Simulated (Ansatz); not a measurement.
BaF2:
```xyz
3
Lattice="0.0000 3.0974 3.0974 3.0974 0.0000 3.0974 3.0974 3.0974 0.0000" Properties=species:S:1:pos:R:3 pbc="T T T"
Ba     0.0000     0.0000     0.0000
F      1.5487     1.5487     1.5487
F      4.6461     4.6461     4.6461
```

Relaxed with r²SCAN. Special points in fractions of this cell's reciprocal vectors: Γ (0.000, 0.000, 0.000); X (0.500, 0.000, 0.500); U (0.625, 0.250, 0.625); K (0.375, 0.375, 0.750); L (0.500, 0.500, 0.500); W (0.500, 0.250, 0.750).

List the band energies nearest the valence-band maximum at these points for r²SCAN (plane waves, PAW; program Ansatz).

In eV from the valence-band maximum; about four levels below and three above (degenerate sets whole), none deeper than 8.9 eV; points with the same levels are listed once.

```json
[
 {"k": "Γ", "below": "-1.47 -1.47 -1.47 -0.10 -0.10 -0.10", "above": "7.41 9.99 9.99"},
 {"k": "X", "below": "-0.36 -0.36 -0.32 -0.32 -0.17", "above": "7.75 9.92 11.48"},
 {"k": "U", "below": "-0.52 -0.34 -0.23 -0.17", "above": "8.02 10.28 10.66"},
 {"k": "L", "below": "-0.64 -0.36 -0.18 -0.18", "above": "9.92 9.93 9.93"},
 {"k": "W", "below": "-0.35 -0.35 -0.31 -0.23", "above": "8.02 10.53 10.79 10.79"}
]
```

Space group Fm-3m (fluorite). The r²SCAN relaxation kept the symmetry of its start. Spin–orbit coupling is left out wherever it is not named.

Potentials: the later of the program's two PAW sets.
